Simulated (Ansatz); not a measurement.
# CoO (Fm-3m) in Ansatz: equation of state

Aim: energy against volume of CoO in PBEsol, for its equilibrium volume and stiffness.

Everything below comes from runs of Ansatz 0.2.0. Logs are shortened: lines on timing, memory, paths and dates and some standing lists are left out, and cuts for length are marked.

## (1) The structure

The structure is cubic, space group Fm-3m (No. 225). Conventional cell: a = 4.263 Å, b = 4.263 Å, c = 4.263 Å, α = 90.00°, β = 90.00°, γ = 90.00°. Around Co (site symmetry m-3m) lie 6 O at 2.13 Å. O (site symmetry m-3m) has 6 Co at 2.13 Å as nearest neighbours.

## (2) Equation of state, PBEsol, collinear spin, ferromagnetic start

Potentials or basis: all-electron LAPW, scalar-relativistic.

No new run: the results of the series are fitted here.

What came out:

- Equilibrium volume: 9.07 Å³/atom (rough: see the caveat)
- Bulk modulus: 180 GPa (rough)

Energy against volume, from the lowest point:
| volume (Å³/atom) | energy (meV/atom) |
| --- | --- |
| 9.103 | 0.00 |
| 9.297 | 3.06 |
| 9.490 | 10.43 |
| 9.684 | 21.68 |
| 9.878 | 36.57 |
| 10.071 | 54.85 |
| 10.265 | 76.23 |

Caveat: the fit is doubtful: noisy points or a state that changes with volume; the minimum lies outside the volumes run.
